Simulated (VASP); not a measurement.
Here is a VASP 6.6.1 calculation.

Contents of INCAR:

```
SYSTEM = Pt
  PREC = Accurate
  ENCUT = 520
  EDIFF = 1E-6
  ISMEAR = 1
  SIGMA = 0.1
  LREAL = .FALSE.
  LASPH = .TRUE.
  NELM = 80
  ALGO = Fast
  ISIF = 2
  LWAVE = .FALSE.
  LCHARG = .TRUE.
  LDIPOL = .TRUE.
  IDIPOL = 3
  DIPOL = 0.5 0.5 0.500
  GGA = PS
  LVHAR = .TRUE.
  LVACPOTAV = .TRUE.
  KPAR = 2
```

The input KPOINTS:

```
regular mesh
0
G
  9 9 1
  0 0 0
```

Contents of POSCAR:

```
Pt                                      
1.0
    3.8947800000      0.0000000000      0.0000000000
    0.0000000000      3.8947800000      0.0000000000
    0.0000000000      0.0000000000     27.8498739800
  Pt            
     8
Direct
     0.5000000000000000    0.0000000000000000    0.3961614099962953
     0.0000000000000000    0.5000000000000000    0.3961614099962953
     0.0000000000000000    0.0000000000000000    0.4648885167968096
     0.5000000000000000    0.5000000000000000    0.4648885167968096
     0.5000000000000000    0.0000000000000000    0.5351114832031904
     0.0000000000000000    0.5000000000000000    0.5351114832031904
     0.0000000000000000    0.0000000000000000    0.6038385900037048
     0.5000000000000000    0.5000000000000000    0.6038385900037048
```

Potentials or basis: VASP PAW PBE potentials, release 64 (Pt).

The run is started by

```sh
$ cat potpaw_PBE.64/Pt/POTCAR > POTCAR
$ mpirun -np 2 vasp_std > vasp.out
```

Q: Estimate the work function of the upper face.

A: 5.83 eV.

Q: Estimate the work function of the lower face.

A: 5.83 eV.

Q: Estimate the largest force.

A: 0.016 eV/Å.

Q: Estimate the band gap on the k mesh.

A: None (metal or under the smearing width).

Forces on the atoms (eV/Å):
```
Pt   0.000  0.000 -0.005
Pt   0.000  0.000 -0.005
Pt   0.000  0.000  0.016
Pt   0.000  0.000  0.016
Pt   0.000  0.000 -0.016
Pt   0.000  0.000 -0.016
Pt   0.000  0.000  0.005
Pt   0.000  0.000  0.005
```

Caveat: the PAW data sets were made with another functional, which shifts forces and pressure a little. The run has no spin-orbit coupling, so splittings on Pt are missing.
